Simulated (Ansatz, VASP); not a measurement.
**Two plane-wave programs on Ag**

File INCAR:

```
SYSTEM = Ag
PREC = Accurate
ENCUT = 520
EDIFF = 1E-6
ISMEAR = 0
SIGMA = 0.15
LREAL = .False.
LASPH = .True.
NELM = 80
ALGO = Fast
ISIF = 2
LWAVE = .False.
LCHARG = .False.
GGA = PE
NBANDS = 12
```

File KPOINTS:

```
regular mesh
0
Gamma
  24 24 24
  0 0 0
```

The input POSCAR:

```
Ag
1.0
    0.0000000000      1.8403161829      2.0735956990
    1.8403161829      0.0000000000      2.0735956990
    1.8403161829      1.8403161829      0.0000000000
Ag
1
Direct
    0.0000000000      0.0000000000      0.0000000000
```

Input for Ansatz:

```yaml
crystal:
  lattice:
    - [0.0, 1.8403161829, 2.073595699]
    - [1.8403161829, 0.0, 2.073595699]
    - [1.8403161829, 1.8403161829, 0.0]
  atoms:
    - { symbol: Ag, position: [0.0, 0.0, 0.0] }
basis:
  ecutwfc: 420
kpoints:
  mp_grid: { grid: [24, 24, 24] }
hamiltonian:
  xc: pbe
scf:
  occupations: { method: gaussian, width: 0.15 }
output:
  forces: true
  stress: true
  eigenvalues: true
  write_density: true
  write_potential: true
  elf: true
  volumetric_format: npy
```

Change from the starting cell: strain -0.1125 x Voigt [1, 1, 0, 0, 0, 0], atoms carried along.

Alike in both runs: task single point; functional PBE; k mesh 24 × 24 × 24; occupations gaussian, width 0.15 eV; no spin polarisation.

```csv
,VASP,Ansatz
version,VASP 6.6.1,Ansatz 0.2.0
potentials or method,"VASP PAW PBE potentials, release 64 (Ag)","scalar-relativistic, plane waves, PAW"
plane-wave cutoff (eV),520,420
valence electrons in the cell,11,19
```

|  | VASP | Ansatz | Ansatz less VASP |
| --- | --- | --- | --- |
| gap on the k mesh at the Fermi level (eV) | none | none | - |
| pressure (GPa) | 43.9 | 44.4 | +0.54 |
| largest component of the traceless stress (GPa) | 9.02 | 9.12 | +0.104 |

A gap of «none» marks a metal or a gap that the smearing closes. The two sets of potentials don't hold the same shells in valence.

Caveats: so large a pressure means that the cell lies far from this level's equilibrium, or that cutoff or potentials fall short (VASP).
